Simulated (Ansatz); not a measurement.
CaO:

```
Ca O
1.0
     0.00000    2.40356    2.40356
     2.40356    0.00000    2.40356
     2.40356    2.40356    0.00000
Ca O
1 1
Direct
  0.00000 0.00000 0.00000
  0.50000 0.50000 0.50000
```

The cell is a database's computed one.

| Item | Value |
| --- | --- |
| Program | Ansatz 0.2.0 |
| Task | relaxation of cell and atoms |
| Functional | PBEsol |
| Dispersion | D3(BJ) |
| Potentials or basis | all-electron LAPW, scalar-relativistic |
| Basis error allowed | 0.001 eV/atom |
| k mesh | 10 × 10 × 10 |
| Occupations | fermi-dirac, width 0.05 eV |
| Spin | no spin polarisation |

At the start: volume 13.89 Å³/atom.

Task: Where does the relaxation end?

Result: Over 5 steps the energy falls by 13.9 meV/atom and the volume is 13.16 Å³/atom (-5.2 %); space group Fm-3m (No. 225, to 0.05 Å).

Step by step:
| step | energy change (eV) | largest force (eV/Å) | volume (Å³) |
| --- | --- | --- | --- |
| 1 | 0.0000 | 0.0000 | 27.77 |
| 2 | -0.0269 | 0.0000 | 26.07 |
| 3 | -0.0279 | 0.0000 | 26.35 |
| 4 | -0.0279 | 0.0000 | 26.33 |
| 5 | -0.0279 | 0.0000 | 26.33 |

Final structure:
```xyz
2
Lattice="0.0000 2.3611 2.3611 2.3611 0.0000 2.3611 2.3611 2.3611 0.0000" Properties=species:S:1:pos:R:3 pbc="T T T"
Ca    0.0000    0.0000    0.0000
O     2.3611    2.3611    2.3611
```
